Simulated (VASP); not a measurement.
The system is W.

```
CELL_PARAMETERS angstrom
5.08300 0.00000 0.00000
0.00000 5.08300 0.00000
0.00000 0.00000 5.08300
ATOMIC_POSITIONS crystal
W 0.50000 0.25000 0.00000
W 0.50000 0.75000 0.00000
W 0.75000 0.00000 0.50000
W 0.25000 0.00000 0.50000
W 0.00000 0.50000 0.75000
W 0.00000 0.50000 0.25000
W 0.50000 0.50000 0.50000
W 0.00000 0.00000 0.00000
```

This isn't the form of W at room conditions, which is bcc.

```yaml
Program: VASP 6.6.1
Task: relaxation of cell and atoms
Functional: r2SCAN
Potentials_or_basis: VASP PAW PBE potentials, release 64 (W_sv)
Cutoff: 600 eV
k_mesh: 5 × 5 × 5
Occupations: methfessel-paxton, width 0.1 eV
Spin: no spin polarisation
```

At the start: pressure -4.4 GPa; volume 16.42 Å³/atom.

Q: How do energy, volume and symmetry change on relaxing?

A: Over 4 steps the energy falls by 3.4 meV/atom and the volume is 16.18 Å³/atom (-1.4 %); space group Pm-3n (No. 223, to 0.05 Å).

Step by step:
```tsv
step	energy change (eV)	largest force (eV/Å)	pressure (GPa)	volume (Å³)
1	0.0000	0.0000	-4.41	131.33
2	0.3260	0.0000	18.21	122.92
3	-0.0269	0.0000	-0.11	129.48
4	-0.0269	0.0000	-0.01	129.43
```

Final structure:
```
W
1.0
     5.05842    0.00000    0.00000
     0.00000    5.05842    0.00000
     0.00000    0.00000    5.05842
W
8
Cartesian
  2.5292 1.2646 5.0584
  2.5292 3.7938 0.0000
  3.7938 5.0584 2.5292
  1.2646 0.0000 2.5292
  0.0000 2.5292 3.7938
  0.0000 2.5292 1.2646
  2.5292 2.5292 2.5292
  0.0000 5.0584 5.0584
```

Caveat: the PAW data sets were made with another functional, which shifts forces and pressure a little.
